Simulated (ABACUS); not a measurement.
# Cr (P6_3/mmc) in ABACUS: settings compared, part 2 of 2

ABACUS 3.10.1.

**3. Relaxation of cell and atoms, PBE, collinear spin, ferromagnetic start, target pressure -2 GPa, at which the enthalpy is minimised**

File INPUT:

```
INPUT_PARAMETERS
suffix              Cr
calculation         cell-relax
basis_type          pw
pseudo_dir          ./
symmetry            1
dft_functional      pbe
ecutwfc             95
pseudo_rcut         7
nspin               2
nbands              21
ks_solver           dav
smearing_method     fd
smearing_sigma      0.00367493
scf_thr             1e-08
scf_nmax            100
mixing_type         broyden
mixing_beta         0.4
cal_force           1
cal_stress          1
relax_nmax          60
force_thr_ev        0.01
relax_method        cg
out_stru            1
stress_thr          0.5
press1              -20
press2              -20
press3              -20
kpar                4
```

File STRU:

```
ATOMIC_SPECIES
Cr 51.9961 Cr_ONCV_PBE-1.2.upf

LATTICE_CONSTANT
1.8897261246

LATTICE_VECTORS
2.7140000000 0.0000000000 0.0000000000
-1.3570000000 2.3503929459 0.0000000000
0.0000000000 0.0000000000 4.4100000000

ATOMIC_POSITIONS
Direct

Cr
0.0
2
0.6666666667 0.3333333333 0.7500000000 1 1 1 mag 3
0.3333333333 0.6666666667 0.2500000000 1 1 1 mag 3
```

File KPT:

```
K_POINTS
0
Gamma
8 8 4 0 0 0
```

Potentials or basis: SG15 ONCV 1.2 PBE, plane waves.

Started as:

```
> OMP_NUM_THREADS=1 mpirun -np 4 abacus > log
```

running log:

```text
ABACUS v3.10.1

               Atomic-orbital Based Ab-initio Computation at UStc

 ------------------------------------------------------------------------------------

 READING GENERAL INFORMATION
                           global_out_dir = OUT.Cr/
                           global_in_card = INPUT
                               pseudo_dir = ./
                              orbital_dir =
                                    DSIZE = 4
                                    GSIZE = 1

 READING UNITCELL INFORMATION
                                    ntype = 1
                  lattice constant (Bohr) = 1.88973
              lattice constant (Angstrom) = 1

 READING ATOM TYPE 1
                               atom label = Cr
                      L=0, number of zeta = 1
                      L=1, number of zeta = 1
                      L=2, number of zeta = 1
             number of atom for this type = 2
               magnetization of element 1 = 3

                        TOTAL ATOM NUMBER = 2
DIRECT COORDINATES
    atom                   x                   y                   z     mag                  vx                  vy                  vz
taud_Cr1            0.6666666667        0.3333333333        0.7500000000  3.0000        0.0000000000        0.0000000000        0.0000000000
taud_Cr2            0.3333333333        0.6666666667        0.2500000000  3.0000        0.0000000000        0.0000000000        0.0000000000

                          Volume (Bohr^3) = 189.839
                             Volume (A^3) = 28.1312

 Lattice vectors: (Cartesian coordinate: in unit of a_0)
               +2.714                  +0                  +0
               -1.357            +2.35039                  +0
                   +0                  +0               +4.41
 Reciprocal vectors: (Cartesian coordinate: in unit of 2 pi/a_0)
             +0.36846            +0.21273                  -0
                   -0           +0.425461                  -0
                   +0                  -0           +0.226757
 The esolver type has been set to : ksdft_pw

                PAO radial cut off (Bohr) = 7

 Read in pseudopotential file is Cr_ONCV_PBE-1.2.upf
                     pseudopotential type = NC
          exchange-correlation functional = PBE
                 nonlocal core correction = 0
                        valence electrons = 14
                                     lmax = 2
                           number of zeta = 0
                     number of projectors = 6
                           L of projector = 0
                           L of projector = 0
                           L of projector = 1
                           L of projector = 1
                           L of projector = 2
                           L of projector = 2
     initial pseudo atomic orbital number = 0
 The readin total magnetization is 6

[... 82 lines left out ...]
                                       C4 = 0
                                       C6 = 2
                                       S1 = 7
                                       S3 = 2
                                       S4 = 0
                                       S6 = 2
               POINT GROUP IN SPACE GROUP = D_6h

 SETUP K-POINTS
                                    nspin = 2
                   Input type of k points = Monkhorst-Pack(Gamma)
                                   nkstot = 256
                       right hand lattice = 1
(for reciprocal lattice: )
                             BRAVAIS TYPE = 4
                     BRAVAIS LATTICE NAME = 04. Hexagonal cell
                                    ibrav = 4
                       right hand lattice = 1
(for k-lattice: )
                             BRAVAIS TYPE = 4
                     BRAVAIS LATTICE NAME = 04. Hexagonal cell
                                    ibrav = 4
                       right hand lattice = 1
                        ROTATION MATRICES = 24
                               nkstot_ibz = 30
K-POINTS REDUCTION ACCORDING TO SYMMETRY
     IBZ    DIRECT_X    DIRECT_Y    DIRECT_Z  WEIGHT  ibz2bz
       1  0.00000000  0.00000000  0.00000000  0.0039       0
       2 -0.12500000  0.12500000  0.00000000  0.0234       1
       3 -0.25000000  0.25000000  0.00000000  0.0234       2
       4 -0.37500000  0.37500000  0.00000000  0.0234       3
       5  0.50000000  0.50000000  0.00000000  0.0117       4
       6 -0.12500000  0.25000000  0.00000000  0.0234       9
[... 22 lines left out ...]
      29  0.50000000  0.25000000  0.50000000  0.0234     146
      30  0.37500000  0.37500000  0.50000000  0.0234     147

                               nkstot now = 30
[... K-POINTS DIRECT COORDINATES: 30 rows ...]

           k-point number in this process = 8
       minimum distributed K point number = 7
[... stars of the k points ...]
                             nks(nspin=2) = 16
                          nkstot(nspin=2) = 60

[... K-POINTS CARTESIAN COORDINATES: 16 rows ...]

[... K-POINTS DIRECT COORDINATES: 16 rows ...]

 SETUP PLANE WAVES FOR WAVE FUNCTIONS
     energy cutoff for wavefunc (unit:Ry) = 95
              fft grid for wave functions = [ 32, 32, 54 ]
                    number of plane waves = 4247
                         number of sticks = 211

 PARALLEL PW FOR WAVE FUNCTIONS
     PROC   COLUMNS(POT)             PW
        1            211           4247
 --------------- sum -------------------
        1            211           4247

 SETUP NONLOCAL PSEUDOPOTENTIALS IN PLANE WAVE BASIS
 Cr non-local projectors:
 projector 1 L=0
 projector 2 L=0
 projector 3 L=1
 projector 4 L=1
 projector 5 L=2
 projector 6 L=2
      TOTAL NUMBER OF NONLOCAL PROJECTORS = 36

 Init Non-Local PseudoPotential table :
 Init Non-Local-Pseudopotential done.

                                     npwx = 2990

 -------------------------------------------
 STEP OF RELAXATION : 1
 -------------------------------------------
                                 init_chg = atomic

 PW ALGORITHM --------------- ION=   1  ELEC=   1--------------------------------
 Notice: Threshold on eigenvalues was too large.
 hsover_error=0.28 > DRHO=0.228514
 Origin diag ethr = 0.01
 New diag ethr = 0.000816122
          total magnetism (Bohr mag/cell) = 3.98088
       absolute magnetism (Bohr mag/cell) = 3.98136
                        nelec for spin up = 15.9904
                      nelec for spin down = 12.0096
[... 1958 lines left out ...]
 Largest gradient in stress is 0.326813 kbar.
 Threshold is 0.500000 kbar.

 Relaxation is converged!

 --------------------------------------------
 !FINAL_ETOT_IS -4558.6955667884294598 eV
 --------------------------------------------
```

stdout:

```text
ABACUS v3.10.1

               Atomic-orbital Based Ab-initio Computation at UStc

%%%%%%%%%%%%%%%%%%%%%%%%%%%%%%%%%%%%%%%%%%%%%%%%%%%%%%%%%%%%%%%%%%%%%%%%%%%%%%%%%%%%%%%%%%%%%%%%%%%%%%%%%
 Warning: the number of valence electrons in pseudopotential > 6 for Cr: [Ar] 3d5 4s1
[... 380 lines left out ...]
----------------------------------------------------------------
       -20.3268129642        -0.0000000000        -0.0000000000
         0.0000000000       -20.3268129637         0.0000000000
         0.0000000000        -0.0000000000       -20.1639018670
----------------------------------------------------------------
 TOTAL-PRESSURE: -20.272509 KBAR

 ETOT DIFF (eV)       : 0.000093
 LARGEST GRAD (eV/A)  : 0.000000
```

Run time: 97 s. Hardware: 4 MPI ranks of Intel Xeon 6975P-C (Granite Rapids), shared host; peak memory 0.44 GiB.

Results:

| Item | Value |
| --- | --- |
| Free energy | -4558.6956 eV |
| Relaxed volume | 12.05 Å³/atom |
| Relaxed cell | a = 2.493 Å, b = 2.493 Å, c = 4.477 Å, α = 90.00°, β = 90.00°, γ = 120.00° |
| Space group after relaxing (to 0.05 Å) | P6_3/mmc (No. 194) |
| Energy change on relaxing (the enthalpy is what falls) | -216.6 meV/atom |
| Ionic steps | 17 |
| Pressure after relaxing | -2.0 GPa |
| Band gap on the k mesh | none (metal or under the smearing width) |
| Net moment | 0.00 μB per cell |
| Absolute moment | 0.00 μB per cell |

The path:
```
step  energy change (eV)  largest force (eV/Å)  pressure (GPa)  volume (Å³)
   1              0.0000                0.0000          -21.43        28.13
   2             -0.1406                0.0000           29.72        21.53
   3             -0.3442                0.0000            0.83        23.88
   4             -0.3442                0.0000            0.83        23.88
   5             -0.3821                0.0000           -6.23        24.57
   6             -0.3886                0.0000           -9.41        24.92
   7             -0.4155                0.0000           -7.31        24.69
   8             -0.4182                0.0000           -6.78        24.63
   9             -0.4285                0.0000           -4.24        24.33
  10             -0.4294                0.0000           -3.92        24.29
  11             -0.4310                0.0000           -3.27        24.23
  12             -0.4326                0.0000           -2.36        24.13
  13             -0.4331                0.0000           -2.13        24.11
  14             -0.4331                0.0000           -2.13        24.10
  15             -0.4331                0.0000           -2.07        24.10
  16             -0.4334                0.0000           -1.94        24.08
  17             -0.4333                0.0000           -2.03        24.09
```

Final structure:
```
Cr
1.0
     2.49268    0.00000    0.00000
    -1.24634    2.15873    0.00000
     0.00000    0.00000    4.47722
Cr
2
Cartesian
  1.2463 0.7196 3.3579
  0.0000 1.4392 1.1193
```

Caveat: the starting moments collapsed, and a magnetic state may lie lower.

**4. Relaxation of cell and atoms, PBEsol, collinear spin, ferromagnetic start, target pressure -2 GPa, at which the enthalpy is minimised**

INPUT: that of step 3 with these lines changed.

```diff
@@ -6,3 +6,3 @@
 symmetry            1
-dft_functional      pbe
+dft_functional      pbesol
 ecutwfc             95
```

STRU is that of step 3.

KPT is that of step 3.

Started as:

```
> OMP_NUM_THREADS=1 mpirun -np 4 abacus > log
```

Wall time 94 s (4 MPI ranks of Intel Xeon 6975P-C (Granite Rapids), shared host); peak memory 0.44 GiB.

The run converged. Its results:

```
Free energy                                            : -4553.4489 eV
Relaxed volume                                         : 11.58 Å³/atom
Relaxed cell                                           : a = 2.460 Å, b = 2.460 Å, c = 4.417 Å, α = 90.00°, β = 90.00°, γ = 120.00°
Space group after relaxing (to 0.05 Å)                 : P6_3/mmc (No. 194)
Energy change on relaxing (the enthalpy is what falls) : -354.1 meV/atom
Ionic steps                                            : 19
Pressure after relaxing                                : -2.0 GPa
Band gap on the k mesh                                 : none (metal or under the smearing width)
Net moment                                             : 0.00 μB per cell
Absolute moment                                        : 0.00 μB per cell
```

The path:
| step | energy change (eV) | largest force (eV/Å) | pressure (GPa) | volume (Å³) |
| --- | --- | --- | --- | --- |
| 1 | 0.0000 | 0.0000 | -30.10 | 28.13 |
| 2 | 0.1457 | 0.0000 | 72.42 | 18.95 |
| 3 | -0.6179 | 0.0000 | -0.32 | 23.00 |
| 4 | -0.6179 | 0.0000 | -0.33 | 23.00 |
| 5 | -0.6754 | 0.0000 | 2.06 | 22.76 |
| 6 | -0.4842 | 0.0000 | 17.74 | 21.87 |
| 7 | -0.6965 | 0.0000 | 3.83 | 22.62 |
| 8 | -0.6678 | 0.0000 | 9.44 | 22.27 |
| 9 | -0.7044 | 0.0000 | -1.39 | 23.13 |
| 10 | -0.7037 | 0.0000 | -3.11 | 23.28 |
| 11 | -0.7067 | 0.0000 | -2.44 | 23.21 |
| 12 | -0.7072 | 0.0000 | -2.32 | 23.19 |
| 13 | -0.7075 | 0.0000 | -2.26 | 23.18 |
| 14 | -0.7081 | 0.0000 | -1.99 | 23.15 |
| 15 | -0.7081 | 0.0000 | -2.04 | 23.16 |
| 16 | -0.7081 | 0.0000 | -2.09 | 23.16 |
| 17 | -0.7082 | 0.0000 | -1.94 | 23.15 |
| 18 | -0.7082 | 0.0000 | -1.95 | 23.15 |
| 19 | -0.7081 | 0.0000 | -2.03 | 23.16 |

Final structure:
```
Cr
1.0
     2.46046    0.00000    0.00000
    -1.23023    2.13082    0.00000
     0.00000    0.00000    4.41674
Cr
2
Cartesian
  1.2302 0.7103 3.3126
  0.0000 1.4205 1.1042
```

Levels at points of the mesh, in eV from the Fermi level:
Spin up:
```
           k point  band 11  band 12  band 13  band 14  band 15  band 16  band 17  band 18
(0.00, 0.00, 0.00)    -1.30    -0.39    -0.37    -0.37    -0.03    -0.03     1.12     1.12
(0.50, 0.50, 0.00)    -3.62    -1.05    -0.65    -0.32    -0.18     2.40     3.02     3.15
(0.00, 0.00, 0.50)    -1.72    -1.72    -0.35    -0.35    -0.35    -0.35     1.88     1.88
(0.50, 0.50, 0.50)    -2.63    -2.63     0.97     0.97     1.31     1.31     3.09     3.09
```
Spin down:
```
           k point  band 11  band 12  band 13  band 14  band 15  band 16  band 17  band 18
(0.00, 0.00, 0.00)    -1.30    -0.39    -0.37    -0.37    -0.03    -0.03     1.12     1.12
(0.50, 0.50, 0.00)    -3.62    -1.05    -0.65    -0.32    -0.18     2.40     3.02     3.15
(0.00, 0.00, 0.50)    -1.72    -1.72    -0.35    -0.35    -0.35    -0.35     1.88     1.88
(0.50, 0.50, 0.50)    -2.63    -2.63     0.97     0.97     1.31     1.31     3.09     3.09
```

Caveat: the volume moved by over 15 % at a fixed basis, so the end points are rough; the starting moments collapsed, and a magnetic state may lie lower; the potentials were made for another functional, which shifts forces and pressure.

**5. Relaxation of cell and atoms, AM05, collinear spin, ferromagnetic start, target pressure -2 GPa, at which the enthalpy is minimised**

INPUT: that of step 4 with these lines changed.

```diff
@@ -6,3 +6,3 @@
 symmetry            1
-dft_functional      pbesol
+dft_functional      GGA_X_AM05+GGA_C_AM05
 ecutwfc             95
```

STRU is that of step 4.

KPT is that of step 4.

Started as:

```
> OMP_NUM_THREADS=1 mpirun -np 4 abacus > log
```

Run time: 1.7 min. Hardware: 4 MPI ranks of Intel Xeon 6975P-C (Granite Rapids), shared host; peak memory 0.44 GiB.

Results (log left out):

| Property | Result |
| --- | --- |
| Free energy | -4551.1756 eV |
| Relaxed volume | 11.54 Å³/atom |
| Relaxed cell | a = 2.459 Å, b = 2.459 Å, c = 4.407 Å, α = 90.00°, β = 90.00°, γ = 120.00° |
| Space group after relaxing (to 0.05 Å) | P6_3/mmc (No. 194) |
| Energy change on relaxing (the enthalpy is what falls) | -370.3 meV/atom |
| Ionic steps | 20 |
| Pressure after relaxing | -2.0 GPa |
| Band gap on the k mesh | none (metal or under the smearing width) |
| Net moment | 0.00 μB per cell |
| Absolute moment | 0.00 μB per cell |

Stress tensor (GPa, compression positive):
```
-1.96  0.00  0.00
 0.00 -1.96  0.00
 0.00  0.00 -2.04
```

The path:
| step | energy change (eV) | largest force (eV/Å) | pressure (GPa) | volume (Å³) |
| --- | --- | --- | --- | --- |
| 1 | 0.0000 | 0.0000 | -31.60 | 28.13 |
| 2 | 0.2800 | 0.0000 | 83.30 | 18.53 |
| 3 | -0.6576 | 0.0000 | -0.74 | 22.95 |
| 4 | -0.6576 | 0.0000 | -0.74 | 22.95 |
| 5 | -0.7127 | 0.0000 | 1.03 | 22.78 |
| 6 | -0.5537 | 0.0000 | 13.16 | 22.11 |
| 7 | -0.7342 | 0.0000 | 2.46 | 22.67 |
| 8 | -0.7094 | 0.0000 | 6.69 | 22.41 |
| 9 | -0.7350 | 0.0000 | -3.92 | 23.28 |
| 10 | -0.7362 | 0.0000 | -2.53 | 23.15 |
| 11 | -0.7400 | 0.0000 | -1.59 | 23.05 |
| 12 | -0.7403 | 0.0000 | -1.44 | 23.04 |
| 13 | -0.7400 | 0.0000 | -2.29 | 23.11 |
| 14 | -0.7397 | 0.0000 | -2.55 | 23.14 |
| 15 | -0.7406 | 0.0000 | -2.05 | 23.09 |
| 16 | -0.7406 | 0.0000 | -2.05 | 23.09 |
| 17 | -0.7406 | 0.0000 | -2.06 | 23.09 |
| 18 | -0.7406 | 0.0000 | -2.06 | 23.09 |
| 19 | -0.7406 | 0.0000 | -2.04 | 23.08 |
| 20 | -0.7407 | 0.0000 | -1.99 | 23.08 |

Final structure:
```
Cr
1.0
     2.45912    0.00000    0.00000
    -1.22956    2.12967    0.00000
     0.00000    0.00000    4.40705
Cr
2
Direct
  0.66667 0.33333 0.75000
  0.33333 0.66667 0.25000
```

Levels at points of the mesh, in eV from the Fermi level:
Spin up:
| k point | band 10 | band 11 | band 12 | band 13 | band 14 | band 15 | band 16 | band 17 | band 18 | band 19 |
| --- | --- | --- | --- | --- | --- | --- | --- | --- | --- | --- |
| (0.00, 0.00, 0.00) | -4.28 | -1.28 | -0.41 | -0.37 | -0.37 | -0.02 | -0.02 | 1.12 | 1.12 | 2.31 |
| (0.50, 0.50, 0.00) | -3.68 | -3.66 | -1.05 | -0.67 | -0.31 | -0.19 | 2.42 | 3.04 | 3.17 | 4.30 |
| (0.00, 0.00, 0.50) | -5.90 | -1.72 | -1.72 | -0.35 | -0.35 | -0.35 | -0.35 | 1.89 | 1.89 | 1.89 |
| (0.50, 0.50, 0.50) | -4.19 | -2.64 | -2.64 | 0.97 | 0.97 | 1.31 | 1.31 | 3.11 | 3.11 | 3.56 |
Spin down:
| k point | band 10 | band 11 | band 12 | band 13 | band 14 | band 15 | band 16 | band 17 | band 18 | band 19 |
| --- | --- | --- | --- | --- | --- | --- | --- | --- | --- | --- |
| (0.00, 0.00, 0.00) | -4.28 | -1.28 | -0.41 | -0.37 | -0.37 | -0.02 | -0.02 | 1.12 | 1.12 | 2.31 |
| (0.50, 0.50, 0.00) | -3.68 | -3.66 | -1.05 | -0.67 | -0.31 | -0.19 | 2.42 | 3.04 | 3.17 | 4.30 |
| (0.00, 0.00, 0.50) | -5.90 | -1.72 | -1.72 | -0.35 | -0.35 | -0.35 | -0.35 | 1.89 | 1.89 | 1.89 |
| (0.50, 0.50, 0.50) | -4.19 | -2.64 | -2.64 | 0.97 | 0.97 | 1.31 | 1.31 | 3.11 | 3.11 | 3.56 |

Caveat: the volume moved by over 15 % at a fixed basis, so the end points are rough; the starting moments collapsed, and a magnetic state may lie lower; the potentials were made for another functional, which shifts forces and pressure.
